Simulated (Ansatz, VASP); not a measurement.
# Ge in VASP and in Ansatz

INCAR

```
SYSTEM = Ge
PREC     = Accurate       ! precision mode
ENCUT    = 520            ! plane-wave cutoff, eV
EDIFF    = 1E-6           ! SCF threshold, eV
ISMEAR   = 0              ! smearing method
SIGMA    = 0.1            ! smearing width, eV
LREAL    = .False.        ! projectors in reciprocal space
LASPH    = .True.         ! aspherical terms in the spheres
NELM     = 60             ! most SCF steps
ALGO     = Normal         ! electronic algorithm
ISIF     = 2              ! what is computed and relaxed
LWAVE    = .False.        ! write WAVECAR
LCHARG   = .False.        ! write CHGCAR
GGA      = PS             ! functional
NBANDS   = 21             ! bands
```

KPOINTS

```
regular mesh
0
Gamma
  5 5 3
  0 0 0
```

POSCAR

```
Ge
1.0
    2.9911060000      0.0000000000      0.0000000000
   -1.5105156329      2.5816772893      0.0000000000
    0.0000000000      0.0000000000      4.7275960000
Ge
2
Direct
    0.6665500000      0.3334500000      0.2500000000
    0.3334500000      0.6665500000      0.7500000000
```

Input for Ansatz:

```yaml
crystal:
  lattice:
    a: 2.991106
    b: 2.991106
    c: 4.727596
    alpha: 90.0
    beta: 90.0
    gamma: 120.33151
  atoms:
    - { symbol: Ge, position: [0.66655, 0.33345, 0.25] }
    - { symbol: Ge, position: [0.33345, 0.66655, 0.75] }
basis:
  ecutwfc: 571.4391111657479
kpoints:
  mp_grid:
    grid: [5, 5, 3]
hamiltonian:
  xc: pbesol
  pseudopotentials:
    kind: paw
scf:
  occupations:
    method: gaussian
    width: 0.1
output:
  forces: true
  stress: true
```

This isn't the form of Ge at room conditions, which is diamond.

Alike in both runs: task single point; functional PBEsol; k mesh 5 × 5 × 3; occupations gaussian, width 0.1 eV; no spin polarisation.

|  | VASP | Ansatz |
| --- | --- | --- |
| version | VASP 6.6.1 | Ansatz 0.2.0 |
| potentials or method | VASP PAW PBE potentials, release 64 (Ge_d) | plane waves, PAW |
| plane-wave cutoff (eV) | 520 | 571 |
| valence electrons in the cell | 28 | 28 |

Ansatz gave:

| Item | Value |
| --- | --- |
| pressure (GPa) | 1.3 |
| largest component of the traceless stress (GPa) | 5.23 |
| rms of the force components (eV/Å) | 0.013 |

Question: Estimate VASP's values.

Answer: Pressure (GPa): 1.4; largest component of the traceless stress (GPa): 5.22; rms of the force components (eV/Å): 0.013.

Atom by atom the forces differ by 0.000 eV/Å (rms over components).

Caveats: the k mesh is coarse (spacing up to 0.49 Å⁻¹), so the values aren't converged; the PAW data sets were made with another functional, which shifts forces and pressure a little (VASP).
